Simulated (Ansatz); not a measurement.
# BN: the cost of one run

All numbers are computed with Ansatz 0.2.0 through its Python package. Level of theory: DFT LDA, plane waves, PAW.

### Step 1. The structure

Symmetry: Pnma, No. 62, orthorhombic system. The conventional cell has a = 4.880 Å, b = 2.591 Å, c = 4.292 Å, α = 90.00°, β = 90.00°, γ = 90.00°. Around B (site symmetry m) lie 4 N at 1.51 to 1.65 Å. N (site symmetry m) has 4 B at 1.51 to 1.65 Å as nearest neighbours.

No structure file is read: the coordinates are typed or built in the script.

### Step 2. The script

Input file bn_md.py:

```python
"""A few tens of MD steps for BN."""

import ansatz as az
import matplotlib.pyplot as plt
import numpy as np

lattice = az.Lattice.of(
    (4.880089, 0.0, 0.0),
    (0.0, 2.591464, 0.0),
    (0.0, 0.0, 4.292049),
)
sites = [
    ("B", (0.659587, 0.75, 0.092904)),
    ("B", (0.840413, 0.25, 0.592904)),
    ("B", (0.159587, 0.75, 0.407096)),
    ("B", (0.340413, 0.25, 0.907096)),
    ("N", (0.82113, 0.75, 0.393514)),
    ("N", (0.17887, 0.25, 0.606486)),
    ("N", (0.67887, 0.25, 0.893514)),
    ("N", (0.32113, 0.75, 0.106486)),
]
cell = az.Crystal(lattice=lattice)
for symbol, position in sites:
    cell = cell.atom(symbol, position)

# a small cell and a short run: a test of the set-up, no statistics
setup = (
    cell.calculation()
    .functional(az.Functional.LDA)
    .basis(20 * az.Ha, xc_grid=2)
    .accuracy("medium")
    .kpoints(2, 4, 2, center="monkhorst-pack")
    .occupations("Fixed")
    .scf(tolerance=1e-09, self_checks="low")
    .md(az.Ensemble.NVT_NOSE_HOOVER, timestep=2.0 * az.fs, steps=10, temperature=300, initial_velocities="maxwell_boltzmann", seed=20)
)
steps = []


def follow(event):
    if event["event"] != "md_step":
        return
    row = event["data"]
    steps.append(row)
    print(f"t = {row['time_fs']:6.1f} fs  E_pot = {row['lagrangian_ev']:.4f} eV  E_kin = {row['e_kin_ev']:.4f} eV  T = {row['temperature_k']:7.1f} K")


result = setup.session().plan(threads=1).execute(on_event=follow)
rep = result.report

temperature = np.array([s["temperature_k"] for s in steps])
print(f"mean temperature of the second half {temperature[len(steps) // 2 :].mean():.1f} K")

with open("trajectory.xyz", "w") as handle:
    for s in steps[::5]:
        handle.write(f"{len(s['positions_ang'])}\nt = {s['time_fs']} fs\n")
        for site, xyz in zip(result.lattice.sites, s["positions_ang"]):
            handle.write("{} {:.4f} {:.4f} {:.4f}\n".format(site.symbol, *xyz))

time = [s["time_fs"] for s in steps]
fig, ax = plt.subplots(figsize=(5, 3))
ax.plot(time, [s["lagrangian_ev"] - steps[0]["lagrangian_ev"] for s in steps], label="potential")
ax.plot(time, [s["e_kin_ev"] for s in steps], label="kinetic")
ax.set(xlabel="time (fs)", ylabel="energy (eV)")
ax.legend()
fig.tight_layout()
fig.savefig("md.png", dpi=100)

kept = np.array([s["conserved_ev"] for s in steps], float)
print(f"conserved energy drifts by {1000 * (kept[-1] - kept[0]) / len(result.lattice.sites):+.3f} meV/atom")
```

### Step 3. The input behind the calls

The engine receives this input:

```yaml
crystal:
  lattice:
    - [4.880089, 0.0, 0.0]
    - [0.0, 2.591464, 0.0]
    - [0.0, 0.0, 4.292049]
  atoms:
    - { symbol: B, position: [0.659587, 0.75, 0.092904] }
    - { symbol: B, position: [0.840413, 0.25, 0.592904] }
    - { symbol: B, position: [0.159587, 0.75, 0.407096] }
    - { symbol: B, position: [0.340413, 0.25, 0.907096] }
    - { symbol: "N", position: [0.82113, 0.75, 0.393514] }
    - { symbol: "N", position: [0.17887, 0.25, 0.606486] }
    - { symbol: "N", position: [0.67887, 0.25, 0.893514] }
    - { symbol: "N", position: [0.32113, 0.75, 0.106486] }
accuracy: medium
basis:
  ecutwfc: 544.22772491976
  xc_grid: 2
kpoints:
  mp_grid:
    grid: [2, 4, 2]
    shift: [0.5, 0.5, 0.5]
hamiltonian:
  xc: lda
scf:
  self_checks: low
  convergence:
    dr2_threshold: 1.0e-09
  occupations:
    method: fixed
md:
  timestep: 2.0
  n_steps: 10
  ensemble: nvt_nose_hoover
  temperature: 300.0
  initial_velocities: maxwell_boltzmann
  seed: 20
```

### Step 4. The run

Started as:

```sh
python bn_md.py
```

Q: Estimate wall time and peak memory on 1 thread of Arm Neoverse V1, shared host.

About 15 s, with a peak of 0.38 GiB.
